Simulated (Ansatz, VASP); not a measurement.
One calculation of Ti, two programs

```
Ti
1.0
    -1.59177    1.59177    1.61638
     1.59177   -1.59177    1.61638
     1.59177    1.59177   -1.61638
Ti
1
Direct
  0.00000 0.00000 0.00000
```

Change from the starting cell: strain -0.030 along x and y, -0.015 along z, atoms carried along.

Alike in both runs: task single point; functional PBEsol; k mesh 20 × 20 × 20; occupations gaussian, width 0.15 eV; no spin polarisation.

|  | VASP | Ansatz |
| --- | --- | --- |
| version | VASP 6.6.1 | Ansatz 0.2.0 |
| potentials or method | VASP PAW PBE potentials, release 64 (Ti_sv) | scalar-relativistic, plane waves, PAW |
| plane-wave cutoff (eV) | 520 | 420 |
| valence electrons in the cell | 12 | 12 |

Ansatz gave:

| Property | Result |
| --- | --- |
| gap on the k mesh at the Fermi level (eV) | none |
| pressure (GPa) | 1.2 |
| largest component of the traceless stress (GPa) | 0.21 |

Q: What did VASP give for the same quantities?

A: gap on the k mesh at the Fermi level (eV): none; pressure (GPa): 0.8; largest component of the traceless stress (GPa): 0.21.

A gap of «none» marks a metal or a gap that the smearing closes.

Caveats: the PAW data sets were made with another functional, which shifts forces and pressure a little (VASP).
